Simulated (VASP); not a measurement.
# As (P-1) in VASP: further runs

Aim: see how the results for As move with the level of theory and the settings. Levels: PBE+D3(BJ), BEEF-vdW. Tasks: optical spectrum, density of states.

Everything below comes from runs of VASP 6.6.1. Logs are shortened: lines on timing, memory, paths and dates and some standing lists are left out, and cuts for length are marked.

### Step 1. The cell of the first run

The typed cell holds 1 atom: a = 2.958 Å, b = 2.563 Å, c = 2.547 Å, α = 78.73°, β = 76.84°, γ = 93.49°.

### Step 2. Optical spectrum, PBE+D3(BJ), spin-orbit coupling, no magnetisation

Contents of INCAR:

```
PREC = Accurate
ENCUT = 520
EDIFF = 1E-6
ISMEAR = -1
SIGMA = 0.02
LREAL = F
LASPH = T
NELM = 80
ALGO = Normal
ISIF = 2
LWAVE = F
LCHARG = F
MAGMOM = 0 0 0
LORBIT = 11
LSORBIT = T
GGA_COMPAT = F
GGA = PE
IVDW = 12
LOPTICS = T
NBANDS = 69
NEDOS = 2000
CSHIFT = 0.05
```

Contents of KPOINTS:

```
regular mesh
0
Gamma
  7 7 8
```

Contents of POSCAR:

```
As
1.0
    2.9392122151     -0.0992567397      0.3193951403
   -0.0992567397      2.5481030211      0.2583449088
    0.3193951403      0.2583449088      2.5141078463
As
1
Direct
    0.5000000000      0.5000000000      0.5000000000
```

Potentials or basis: VASP PAW PBE potentials, release 64 (As).

Run with:

```console
$ cat potpaw_PBE.64/As/POTCAR > POTCAR
$ mpirun -np 1 vasp_ncl > vasp.out
```

OUTCAR:

```text
PREC = Accurate
   ENCUT = 520
   EDIFF = 1E-6
   ISMEAR = -1
   LREAL = F
   LASPH = T
   NELM = 80
   ISIF = 2
   LORBIT = 11
   LSORBIT = T
   GGA = PE
   IVDW = 12
 IVDW          = 12

 ion  position               nearest neighbor table
   1  0.500  0.500  0.500-

  LATTYP: Found a triclinic cell.
 ALAT       =     5.5796813095
 B/A-ratio  =     0.6800035884
 C/A-ratio  =     0.9385301921
 COS(alpha) =     0.0061830983
 COS(beta)  =     0.5422128882
 COS(gamma) =     0.8271459042

  Lattice vectors:

 A1 = (   2.4213035954,   4.7386043937,  -1.6780228884)
 A2 = (   2.8399554754,   2.4488462814,   0.5777400491)
 A3 = (  -0.7380470203,   2.0314132035,  -4.7698707838)

Analysis of symmetry for initial positions (statically):
=====================================================================
 Subroutine PRICEL returns:
 Original cell was already a primitive cell.

 Routine SETGRP: Setting up the symmetry group for a
 triclinic supercell.

 Subroutine GETGRP returns: Found  2 space group operations
 (whereof  2 operations were pure point group operations)
 out of a pool of  2 trial point group operations.

The static configuration has the point symmetry S_2 .

Analysis of symmetry for dynamics (positions and initial velocities):
=====================================================================
 Subroutine PRICEL returns:
 Original cell was already a primitive cell.

 Routine SETGRP: Setting up the symmetry group for a
 triclinic supercell.

 Subroutine GETGRP returns: Found  2 space group operations
 (whereof  2 operations were pure point group operations)
 out of a pool of  2 trial point group operations.

The dynamic configuration has the point symmetry S_2 .

Analysis of structural, dynamic, and magnetic symmetry:
=====================================================================
 Subroutine PRICEL returns:
[... 692 lines left out ...]
     E(ev)      X         Y         Z        XY        YZ        ZX
  --------------------------------------------------------------------------------------------------------------
     0.00000    -0.00000    -0.00002    -0.00000    -0.00000    -0.00000    -0.00000
     1.12183    26.98074    48.98048    47.74691    32.74660    41.96444    32.71411
     2.24365     0.49445    12.45195     8.60046     0.50716    -2.12414     0.70207
     3.36548     0.15683     1.68936     0.65768    -0.13935     0.54577     0.12604
     4.48730     0.26198     0.32243     0.49913     0.16015     0.12729     0.16305
     5.60913     4.08730    10.37708     4.51258     1.77550    -1.11214    -2.74406
[... 92 lines left out ...]
   109.93888     0.00000     0.00000     0.00000     0.00000    -0.00000    -0.00000
   111.06071     0.00000     0.00000     0.00000     0.00000    -0.00000    -0.00000

  frequency dependent      REAL DIELECTRIC FUNCTION (independent particle, no local field effects) density-density
     E(ev)        X           Y           Z          XY          YZ          ZX
  --------------------------------------------------------------------------------------------------------------
     0.00000    20.73731   129.30936    38.84527    26.81042    38.77782     9.57398
     1.12183    -3.95301   -21.82646   -38.29140   -13.40936   -22.42309   -19.31039
     2.24365     0.20732    -7.27309    -2.58000    -0.84836    -2.79284    -1.04954
     3.36548     1.60700     0.53015    -0.26752    -0.27260    -3.21415    -2.15358
     4.48730     2.52001     1.82422     3.08750     0.23912    -2.75946    -2.08037
     5.60913     4.86965     9.58771     6.01991     0.87615    -4.59843    -2.84286
[... 92 lines left out ...]
   109.93888     0.98221     0.98422     0.98517    -0.00190     0.00190     0.00210
   111.06071     0.98258     0.98455     0.98548    -0.00187     0.00186     0.00205

  frequency dependent IMAGINARY DIELECTRIC FUNCTION (independent particle, no local field effects) current-current
     E(ev)      X         Y         Z        XY        YZ        ZX
  --------------------------------------------------------------------------------------------------------------
     0.00000     0.00006     0.00077     0.00005    51.24863    73.72417    17.91837
     1.12183    25.27037    45.71074    43.84715    20.19847    28.15772    21.80620
     2.24365     0.49232    12.09925     8.36773     0.18929    -0.69354     0.80968
     3.36548     0.15454     1.67854     0.65096    -0.17811     0.17509     0.28624
     4.48730     0.25862     0.31923     0.50646     0.21199     0.24924     0.16193
     5.60913     4.10563    10.37963     4.57529     1.40080    -1.34812    -3.30431
[... 92 lines left out ...]
   109.93888     0.00000     0.00000     0.00000    -0.00000     0.00000     0.00000
   111.06071     0.00000     0.00000     0.00000    -0.00000     0.00000     0.00000

  frequency dependent      REAL DIELECTRIC FUNCTION (independent particle, no local field effects) current-current
     E(ev)        X           Y           Z          XY          YZ          ZX
  --------------------------------------------------------------------------------------------------------------
     0.00000    20.55914   127.15082    38.64554    26.37800    38.20524     9.47217
     1.12183    -6.35941   -25.57174   -42.93097   -15.85808   -25.69823   -21.95754
     2.24365     0.16745    -7.71965    -2.91839    -0.85551    -2.71930    -1.08102
     3.36548     1.59726     0.49598    -0.28830    -0.26547    -3.21970    -2.15942
     4.48730     2.51125     1.81693     3.07165     0.23605    -2.76338    -2.08447
     5.60913     4.80077     9.45360     5.91309     0.85066    -4.57818    -2.78342
[... 92 lines left out ...]
   109.93888     0.98221     0.98423     0.98517    -0.00190     0.00190     0.00210
   111.06071     0.98258     0.98456     0.98548    -0.00186     0.00186     0.00205

 Spin-Orbit-Coupling matrix elements

 Ion:    1  E_soc:     -0.0269274
 l=   1
     0.0000000    -0.0041452    -0.0046675
    -0.0041452     0.0000000    -0.0046292
    -0.0046675    -0.0046292     0.0000000
 l=   2
     0.0000000    -0.0000019     0.0000000    -0.0000009    -0.0000025
    -0.0000019     0.0000000    -0.0000068    -0.0000013    -0.0000024
     0.0000000    -0.0000068     0.0000000    -0.0000037     0.0000000
    -0.0000009    -0.0000013    -0.0000037     0.0000000    -0.0000024
    -0.0000025    -0.0000024     0.0000000    -0.0000024     0.0000000
 l=   3
     0.0000000     0.0000000     0.0000000     0.0000000     0.0000000     0.0000000     0.0000000
     0.0000000     0.0000000     0.0000000     0.0000000     0.0000000     0.0000000     0.0000000
     0.0000000     0.0000000     0.0000000     0.0000000     0.0000000     0.0000000     0.0000000
     0.0000000     0.0000000     0.0000000     0.0000000     0.0000000     0.0000000     0.0000000
     0.0000000     0.0000000     0.0000000     0.0000000     0.0000000     0.0000000     0.0000000
     0.0000000     0.0000000     0.0000000     0.0000000     0.0000000     0.0000000     0.0000000
     0.0000000     0.0000000     0.0000000     0.0000000     0.0000000     0.0000000     0.0000000

 total charge

# of ion       s       p       d       tot
------------------------------------------
    1        1.308   1.344   0.071   2.723

 magnetization (x)

# of ion       s       p       d       tot
------------------------------------------
    1        0.000  -0.000   0.000   0.000

 magnetization (y)

# of ion       s       p       d       tot
------------------------------------------
    1       -0.000   0.000   0.000   0.000

 magnetization (z)

# of ion       s       p       d       tot
------------------------------------------
    1       -0.000   0.000  -0.000   0.000
```

OSZICAR:

```text
N       E                     dE             d eps       ncg     rms          rms(c)
DAV:   1     0.206684812001E+02    0.20668E+02   -0.14724E+03 27186   0.124E+02
DAV:   2    -0.352607312676E+01   -0.24195E+02   -0.22123E+02 33281   0.423E+01
DAV:   3    -0.423769417026E+01   -0.71162E+00   -0.70411E+00 32596   0.702E+00
DAV:   4    -0.423841126064E+01   -0.71709E-03   -0.71698E-03 31775   0.185E-01
DAV:   5    -0.423841135735E+01   -0.96711E-07   -0.96833E-07 31404   0.261E-03    0.249E+00
DAV:   6    -0.423512904188E+01    0.32823E-02   -0.88997E-04 31791   0.637E-02    0.147E+00
DAV:   7    -0.423415256335E+01    0.97648E-03   -0.16734E-03 30377   0.886E-02    0.637E-02
DAV:   8    -0.423412785564E+01    0.24708E-04   -0.83770E-05 30983   0.205E-02    0.600E-02
DAV:   9    -0.423413398290E+01   -0.61273E-05   -0.23076E-06 32862   0.364E-03    0.972E-03
DAV:  10    -0.423413334136E+01    0.64154E-06   -0.11463E-06 28428   0.233E-03
   1 F= -.47265066E+01 E0= -.47260312E+01  d E =-.950962E-03  mag=     0.0000    -0.0000    -0.0000
 imaginary and real dielectric function
```

stdout:

```text
POSCAR found type information on POSCAR As
 POSCAR found :  1 types and       1 ions
 scaLAPACK will be used
 LDA part: xc-table for (Slater+PW92), standard interpolation
 POSCAR, INCAR and KPOINTS ok, starting setup
 FFT: planning ... GRIDC
 FFT: planning ... GRID_SOFT
 FFT: planning ... GRID
 WAVECAR not read
 entering main loop
 optical routines
 imaginary and real dielectric function
 recalculating local potential from charge density
 direction            1
 direction            2
 direction            3
 -----------------------------------------------------------------------------
|                                                                             |
|           W    W    AA    RRRRR   N    N  II  N    N   GGGG   !!!           |
|           W    W   A  A   R    R  NN   N  II  NN   N  G    G  !!!           |
|           W    W  A    A  R    R  N N  N  II  N N  N  G       !!!           |
|           W WW W  AAAAAA  RRRRR   N  N N  II  N  N N  G  GGG   !            |
|           WW  WW  A    A  R   R   N   NN  II  N   NN  G    G                |
|           W    W  A    A  R    R  N    N  II  N    N   GGGG   !!!           |
|                                                                             |
|     You are using a small complex shift. This can yield unreliable          |
|     results when the Kramers-Kronig relation is used for systems with       |
|     spin-orbit interactions.                                                |
|     Please increase CSHIFT in the INCAR file.                               |
|                                                                             |
 -----------------------------------------------------------------------------
```

It took 3 min on 1 thread of AMD EPYC 9R45 (Zen 5), shared host; peak memory 0.48 GiB.

Results:

- Free energy: -4.7265 eV
- Pressure: 7.9 GPa
- Valence electrons inside the program's atomic spheres: As 2.72
- Dispersion energy per atom: -0.492 eV

Dielectric function (mean over the directions given):
| energy (eV) | real part | imaginary part |
| --- | --- | --- |
| 0.28 | 97.12 | 7.30 |
| 0.95 | 4.87 | 21.22 |
| 1.63 | -0.32 | 23.26 |
| 2.30 | -2.75 | 2.06 |
| 2.97 | -1.36 | 1.61 |
| 3.65 | 0.44 | 0.51 |
| 4.32 | 2.06 | 1.23 |
| 4.99 | 4.24 | 0.56 |
| 5.67 | 6.28 | 7.73 |
| 6.34 | -1.87 | 6.06 |
| 7.07 | 0.10 | 2.95 |
| 7.74 | 0.41 | 2.41 |
| 8.41 | -0.58 | 2.53 |
| 9.09 | -0.41 | 1.83 |
| 9.76 | -1.50 | 1.92 |
| 10.43 | -0.46 | 0.96 |
| 11.11 | -0.37 | 1.75 |
| 11.78 | -0.32 | 1.11 |
| 12.45 | -0.20 | 0.55 |
| 13.13 | -0.23 | 0.25 |
| 13.85 | 0.04 | 0.97 |
| 14.53 | 0.08 | 0.25 |
| 15.20 | 0.04 | 0.47 |
| 15.87 | 0.08 | 0.38 |
| 16.55 | 0.30 | 0.44 |
| 17.22 | 0.18 | 0.20 |
| 17.89 | 0.32 | 0.11 |
| 18.57 | 0.31 | 0.20 |
| 19.24 | 0.41 | 0.20 |
| 19.97 | 0.46 | 0.10 |

Caveat: spectra need much finer meshes, so this one isn't converged; independent-particle spectra lack excitons.

### Step 3. Density of states, BEEF-vdW

Contents of run.py:

```python
from ase.calculators.vasp import Vasp
from ase.dft.dos import DOS
from ase.io import read

atoms = read('POSCAR')
calc = Vasp(
    directory='calc',
    xc='beef-vdw',
    pp='PBE',
    setups='gw',
    prec='Accurate',
    encut=550,
    ediff=1e-06,
    ismear=0,
    sigma=0.05,
    lreal=False,
    lasph=True,
    nelm=60,
    algo='Fast',
    isif=2,
    lwave=False,
    lcharg=False,
    lorbit=10,
    kpts=[9, 10, 11],
    gamma=True,
    nbands=8,
)
atoms.calc = calc

print('energy (eV):', atoms.get_potential_energy())
print('free energy (eV):', atoms.get_potential_energy(force_consistent=True))
print('forces (eV/A):')
print(atoms.get_forces())
print('stress (eV/A^3, Voigt):', atoms.get_stress())
print('Fermi level (eV):', calc.get_fermi_level())
dos = DOS(calc, width=0.05, window=(-10, 10), npts=201)
print('E - E_F (eV), DOS (1/eV)')
for e, g in zip(dos.get_energies(), dos.get_dos()):
    print(f'{e:8.3f} {g:10.4f}')
```

Contents of POSCAR:

```
As
1.0
    3.0186885858     -0.1019406443      0.3280315928
   -0.1019406443      2.6170037896      0.2653305615
    0.3280315928      0.2653305615      2.5820893844
As
1
Direct
    0.5000000000      0.5000000000      0.5000000000
```

Potentials or basis: VASP PAW PBE potentials, release 64 (As_GW).

Run with:

```console
$ python run.py
```

It took 33 s on 1 thread of AMD EPYC 9R45 (Zen 5), shared host; peak memory 0.27 GiB.

It converged, with:

```yaml
Free_energy: -2.5670 eV
Pressure: 5.3 GPa
Band_gap_on_the_k_mesh: none (metal or under the smearing width)
Valence_electrons_inside_the_program's_atomic_spheres: As 2.66
```

Stress tensor (GPa, compression positive):
```
-5.45 -0.06 -2.30
-0.06 10.14 -5.69
-2.30 -5.69 11.30
```

Levels at points of the mesh, in eV from the Fermi level:
```tsv
k point	band 1	band 2	band 3	band 4	band 5	band 6	band 7
(0.00, 0.00, 0.00)	-14.99	1.40	5.56	6.75	7.01	10.34	12.90
(0.00, 0.50, 0.00)	-11.13	-6.87	3.77	7.48	9.64	12.20	13.52
```

States per cell in windows of 1 eV (zero at the Fermi level; states under -8 eV left out):
| from (eV) | total | As1_p | As1_s | As1_d |
| --- | --- | --- | --- | --- |
| -8.0 | 0.10 | 0.01 | 0.07 | 0.00 |
| -7.0 | 0.12 | 0.03 | 0.02 | 0.00 |
| -6.0 | 0.31 | 0.12 | 0.01 | 0.00 |
| -5.0 | 0.52 | 0.20 | 0.02 | 0.01 |
| -4.0 | 0.44 | 0.17 | 0.03 | 0.01 |
| -3.0 | 0.49 | 0.19 | 0.03 | 0.01 |
| -2.0 | 0.61 | 0.26 | 0.03 | 0.01 |
| -1.0 | 0.49 | 0.22 | 0.03 | 0.01 |
| 0.0 | 0.54 | 0.25 | 0.03 | 0.02 |
| 1.0 | 0.47 | 0.23 | 0.03 | 0.02 |
| 2.0 | 0.44 | 0.23 | 0.02 | 0.01 |
| 3.0 | 0.43 | 0.22 | 0.02 | 0.02 |
| 4.0 | 0.56 | 0.24 | 0.02 | 0.04 |
| 5.0 | 0.40 | 0.13 | 0.01 | 0.05 |
| 6.0 | 0.69 | 0.28 | 0.01 | 0.06 |
| 7.0 | 0.51 | 0.16 | 0.01 | 0.06 |

Caveat: the PAW data sets were made with another functional, which shifts forces and pressure a little.
